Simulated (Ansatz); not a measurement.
InP, DFT, PBEsol, all-electron LAPW, scalar-relativistic (Ansatz 0.2.0), run on 1 thread of Arm Neoverse V1 on a shared host.

The geometry is COD entry 1538565, unchecked; take it as a test cell. The listed cell was then made from it by scaling, straining or moving an atom.

Command: `ansatz run input.yaml --threads 1 --pin off --max-ram 3072MiB --backend cpu --events-out ev --progress --plain --runs-dir out`

```yaml
crystal:
  lattice:
    - [0.0, 2.855, 2.9121]
    - [2.855, 0.0, 2.9121]
    - [2.855, 2.855, 0.0]
  atoms:
    - { symbol: In, position: [0.0, 0.0, 0.0] }
    - { symbol: P, position: [0.5, 0.5, 0.5] }
kpoints:
  mp_grid: { grid: [11, 11, 11] }
  band_path:
    path:
      - [0.0, 0.0, 0.0]
      - [0.0, 0.5, 0.5]
      - [0.25, 0.75, 0.5]
      - [0.0, 0.5, 0.0]
      - [0.0, 0.0, 0.0]
      - [0.5, 0.5, 0.0]
      - [0.3701460977, 0.6298539023, 0.0]
      - [-0.3701460977, 0.3701460977, 0.0]
      - [0.0, 0.0, 0.0]
    npoints: 5
scf:
  occupations: { method: fermi_dirac, width: 0.03 }
hamiltonian:
  xc: pbesol
  pseudopotentials: { kind: all_electron, lapw: { basis_error: 0.00025 } }
output:
  forces: true
  stress: true
  eigenvalues: true
```

(1) How large is the problem that the program sets up?

(2) Estimate the wall time and the peak memory.

Results:

(1) 126 irreducible k-points, 331 plane waves at Γ, 21 bands.

(2) 32 s of wall time for 9 SCF iterations, with a peak of 0.51 GiB. Times on shared machines scatter by tens of per cent.
